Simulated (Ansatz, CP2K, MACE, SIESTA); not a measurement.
# Which run comes nearest? Bare NaCl nanocube (64 atoms)

The cell holds 64 atoms: 32 Cl and 32 Na. Its edges and angles: a = 18.460 Å, b = 18.460 Å, c = 18.460 Å, α = 90.0°, β = 90.0°, γ = 90.0°. It derives from NaCl (rock-salt). Block of 4 x 4 x 4 atoms cut along {100} from rock-salt NaCl (a = 5.64 Å), 10 Å of vacuum; minimised with a classical potential. Then every atom was moved at random, 0.03 Å r.m.s. a Cartesian component. Vacuum lies along a, b and c.

Geometry: as built.

The reference, a calculation:

| Property | Result |
| --- | --- |
| method | Kohn-Sham DFT, PBE, PAW, plane waves (Ansatz 0.2.0); cutoff 420 eV, Γ point, fermi-dirac smearing of 0.05 eV; PAW set soft_2 |
| r.m.s. force component | 0.1656 eV/Å |
| longest force | 0.4529 eV/Å |
| gap (highest filled to lowest empty level) | 4.474 eV |
| SCF cycles | 7 |
| time | 25 s on 8 threads of Arm Neoverse V1, shared host |
| CPU time | 3.1 min |

Runs, in no order:
A. SIESTA PBE, SZ, shift 0.02 Ry, mesh 350 Ry: Kohn-Sham DFT, PBE, PseudoDojo 0.4.1 norm-conserving pseudopotentials (converted to PSML), numerical atomic orbitals (SZ), diagonalisation
B. MACE MP-0b2 small potential: machine-learned interatomic potential MACE MP-0b2 small, trained on PBE(+U) plane-wave data
C. CP2K PBE, DZVP-MOLOPT-SR, 900/40 Ry, OT DIIS: Kohn-Sham DFT, PBE, GTH-PBE pseudopotentials, Gaussian and plane waves, DZVP-MOLOPT-SR-GTH, orbital transformation

Q: Order them from the smallest to the largest r.m.s. force difference.

B, C, A.

| run | Δ force, r.m.s. (meV/Å) | share of r.m.s. force (%) | CPU time |
| --- | --- | --- | --- |
| B. MACE MP-0b2 small potential | 62.2 | 37.6 | 7.4 s |
| C. CP2K PBE, DZVP-MOLOPT-SR, 900/40 Ry, OT DIIS | 145 | 87.8 | 29 min |
| A. SIESTA PBE, SZ, shift 0.02 Ry, mesh 350 Ry | 298 | 180 | 1.9 min |

[Hosts, paths, dates, database ids (printed as entryN), source tags and the programs' standing remarks are cut or masked in the printed files.]
